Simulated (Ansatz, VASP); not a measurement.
# Two plane-wave programs on AlN

Contents of INCAR:

```
PREC = Accurate
ENCUT = 520
EDIFF = 1E-7
ISMEAR = 0
SIGMA = 0.05
LREAL = False
LASPH = True
NELM = 80
ALGO = Normal
ISIF = 2
LWAVE = False
LCHARG = False
GGA = PS
NBANDS = 11
```

KPOINTS

```
Automatic mesh
0
Gamma
  10 10 10
```

The input POSCAR:

```
AlN
1.0
    0.0535522578      2.0127812008      2.0127812008
    2.0127812008      0.0535522578      2.0127812008
    2.0127812008      2.0127812008      0.0535522578
Al N
1 1
Direct
    0.5000000000      0.5000000000      0.5000000000
    0.0000000000      0.0000000000      0.0000000000
```

Input for Ansatz:

```yaml
crystal:
  lattice:
    - [0.0535522578, 2.0127812008, 2.0127812008]
    - [2.0127812008, 0.0535522578, 2.0127812008]
    - [2.0127812008, 2.0127812008, 0.0535522578]
  atoms:
    - { symbol: Al, position: [0.5, 0.5, 0.5] }
    - { symbol: "N", position: [0.0, 0.0, 0.0] }
basis:
  ecutwfc: 520.0
kpoints:
  mp_grid: { grid: [10, 10, 10] }
hamiltonian:
  xc: pbesol
  pseudopotentials: { kind: paw, azcp: { folder: soft_1 } }
scf:
  occupations: { method: gaussian, width: 0.05 }
output:
  forces: true
  stress: true
  eigenvalues: true
```

Alike in both runs: task single point; functional PBEsol; k mesh 10 × 10 × 10; occupations gaussian, width 0.05 eV; no spin polarisation.

```csv
,VASP,Ansatz
version,VASP 6.6.1,Ansatz 0.2.0
potentials or method,"VASP PAW PBE potentials, release 64 (Al, N)","scalar-relativistic, plane waves, PAW"
plane-wave cutoff (eV),520,520
valence electrons in the cell,8,8
```

|  | VASP | Ansatz | Ansatz less VASP |
| --- | --- | --- | --- |
| gap on the k mesh at the Fermi level (eV) | 4.40 | 4.40 | -0.001 |
| least direct gap on the mesh (eV) | 6.14 | 6.12 | -0.023 |
| pressure (GPa) | 16.3 | 16.2 | -0.13 |
| largest component of the traceless stress (GPa) | 9.40 | 9.40 | -0.007 |

Ansatz warned: «pseudo_functional_mismatch».

Caveats: so large a pressure means that the cell lies far from this level's equilibrium, or that cutoff or potentials fall short (VASP); the potentials were made for another functional, which shifts forces and pressure (VASP). A k mesh can miss the band edges.
